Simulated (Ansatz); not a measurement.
TaN (P6_3/mmc) under several functionals

Plane-wave DFT in Ansatz with scalar-relativistic PAW potentials. The same structure was relaxed (cell and atoms, symmetry kept) in separate runs at each level. No spin polarisation.

| level | cutoff (eV) | k mesh | V (Å³/atom) | a (Å) | c (Å) | B0 (GPa) |
| --- | --- | --- | --- | --- | --- | --- |
| LDA | 420 | 18×18×8 | 10.394 | 2.872 | 5.821 | – |
| PBEsol | 420 | 18×18×8 | 10.594 | 2.889 | 5.861 | – |
| PBE | 420 | 18×18×8 | 10.898 | 2.917 | 5.915 | 325 |

**Question.** Where does r2SCAN (500 eV, k mesh 18×18×8) fall?

**Answer.** V (Å³/atom) 10.740, a (Å) 2.902, c (Å) 5.892. Its volume is between those of PBEsol and PBE. The usual order of volumes, LDA < PBEsol < PBE, holds here (10.394, 10.594, 10.898 Å³/atom). As a rule LDA overbinds; PBEsol, built on the gradient expansion of slowly varying densities, lies between LDA and PBE; PBE's stronger gradient term for exchange weakens bonds. r2SCAN lies 1.4 % under PBE in volume.

Spin–orbit coupling is left out, which can shift energies with elements as heavy as these.

This form isn't the usual stable structure of the compound.